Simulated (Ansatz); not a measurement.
# Pt: the cost of one run

Program: Ansatz 0.2.0. Level of theory: DFT PBEsol, scalar-relativistic, plane waves, PAW. These are calculated values, not measurements.

1 further run of the same task is left out (set aside as unsound or not needed).

## (1) The starting structure

It takes space group Fm-3m (No. 225, cubic). Conventional cell: a = 3.918 Å, b = 3.918 Å, c = 3.918 Å, α = 90.00°, β = 90.00°, γ = 90.00°. Pt (site symmetry m-3m) is surrounded by 12 Pt at 2.77 Å.

Structure file:

```cif
data_structure
_symmetry_space_group_name_H-M 'P 1'
_symmetry_Int_Tables_number 1
_cell_length_a 2.7705
_cell_length_b 2.7705
_cell_length_c 2.7705
_cell_angle_alpha 60.000
_cell_angle_beta 60.000
_cell_angle_gamma 60.000
_cell_volume 15.04
loop_
_atom_site_label
_atom_site_type_symbol
_atom_site_fract_x
_atom_site_fract_y
_atom_site_fract_z
_atom_site_occupancy
Pt1 Pt 0.00000 0.00000 0.00000 1
```

This cell was relaxed beforehand with the same method: volume 15.04 Å³/atom, gap on the mesh none (metal).

## (2) Electronic structure at the relaxed geometry

input.yaml reads:

```yaml
crystal:
  lattice:
    - [0.0, 1.9590400275, 1.9590400275]
    - [1.9590400275, 0.0, 1.9590400275]
    - [1.9590400275, 1.9590400275, 0.0]
  atoms:
    - { symbol: Pt, position: [0.0, 0.0, 0.0] }
basis:
  ecutwfc: 420
kpoints:
  mp_grid: { grid: [18, 18, 18] }
  band_path:
    path:
      - [[0.0, 0.0, 0.0], [0.5, 0.0, 0.5], [0.625, 0.25, 0.625]]
      - [[0.375, 0.375, 0.75], [0.0, 0.0, 0.0], [0.5, 0.5, 0.5], [0.5, 0.25, 0.75], [0.5, 0.0, 0.5]]
    npoints: 14
hamiltonian:
  xc: pbesol
scf:
  occupations: { method: gaussian, width: 0.1 }
  n_extra_bands: 6
output:
  forces: true
  stress: true
  eigenvalues: true
  populations: true
  dos: { projected: true, de: 0.02, nscf_kmesh: { grid: [27, 27, 27] } }
  bader: true
  write_density: true
  write_potential: true
  elf: true
  volumetric_format: npy
```

Command:

```
ansatz run input.yaml --threads 1 --pin off --max-ram 2560MiB --backend cpu --events-out ev --progress --plain --runs-dir out
```

**Question.** How long does this run take on 1 thread of Arm Neoverse V2, shared host, and how much memory does it need?

About 8.4 s, with a peak of 0.32 GiB.
